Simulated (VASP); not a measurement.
**AlPt: relaxation of cell and atoms with PBEsol**

AlPt:

```xyz
2
Lattice="3.0915 0.0000 0.0000 0.0000 3.0915 0.0000 0.0000 0.0000 3.0915" Properties=species:S:1:pos:R:3 pbc="T T T"
Pt    1.5458    1.5458    1.5458
Al    0.0000    0.0000    0.0000
```

Measurements of this composition are mostly on another form, of space group No. 198.

```yaml
Program: VASP 6.6.1
Task: relaxation of cell and atoms
Functional: PBEsol
Potentials_or_basis: VASP PAW PBE potentials, release 64 (Pt, Al)
Cutoff: 600 eV
k_mesh: 8 × 8 × 8
Occupations: fermi-dirac, width 0.05 eV
Spin: no spin polarisation
Ladder: gaps
Further_INCAR_settings: ALGO = Normal; EDIFF = 1e-07; IBRION = 2; EDIFFG = -0.02; NSW = 60; ISIF = 3
```

```yaml
Relaxed_volume: 14.33 Å³/atom
Relaxed_cell: a = 3.060 Å, b = 3.060 Å, c = 3.060 Å, α = 90.00°, β = 90.00°, γ = 90.00°
Space_group_after_relaxing_to_0.05_Å: Pm-3m (No. 221)
Energy_gained_by_relaxing: 8.4 meV/atom
Ionic_steps: 3
Pressure_after_relaxing: -0.1 GPa
Band_gap_on_the_k_mesh: none (metal or under the smearing width)
```

The path:
| step | energy change (eV) | largest force (eV/Å) | pressure (GPa) | volume (Å³) |
| --- | --- | --- | --- | --- |
| 1 | 0.0000 | 0.0000 | -5.82 | 29.55 |
| 2 | 0.0271 | 0.0000 | 10.96 | 27.31 |
| 3 | -0.0167 | 0.0000 | -0.08 | 28.67 |

Final structure:
```yaml
crystal:
  lattice:
    - [3.06048, 0.00000, 0.00000]
    - [0.00000, 3.06048, 0.00000]
    - [0.00000, 0.00000, 3.06048]
  atoms:
    - { symbol: Pt, position: [0.50000, 0.50000, 0.50000] }
    - { symbol: Al, position: [0.00000, 0.00000, 0.00000] }
```

Levels at points of the mesh, in eV from the Fermi level:
```csv
k point,band 4,band 5,band 6,band 7,band 8,band 9,band 10
"(0.00, 0.00, 0.00)",-2.69,-2.69,-2.69,3.92,3.92,3.92,9.17
"(0.50, 0.00, 0.00)",-4.18,-4.18,-2.48,-0.90,6.08,8.65,8.65
"(0.50, 0.50, 0.00)",-3.82,-3.21,-3.21,-1.41,1.04,3.62,8.61
"(0.50, 0.50, 0.50)",-1.32,-1.32,0.75,1.75,1.75,1.75,4.98
```

Wall time 28 s on 1 thread of Intel(R) Xeon(R) Platinum 8375C CPU @ 2.90GHz (Ice Lake), on a shared host, peak memory 0.17 GiB.

Caveat: the PAW data sets were made with another functional, which shifts forces and pressure a little. The run has no spin-orbit coupling, so splittings on Pt are missing.
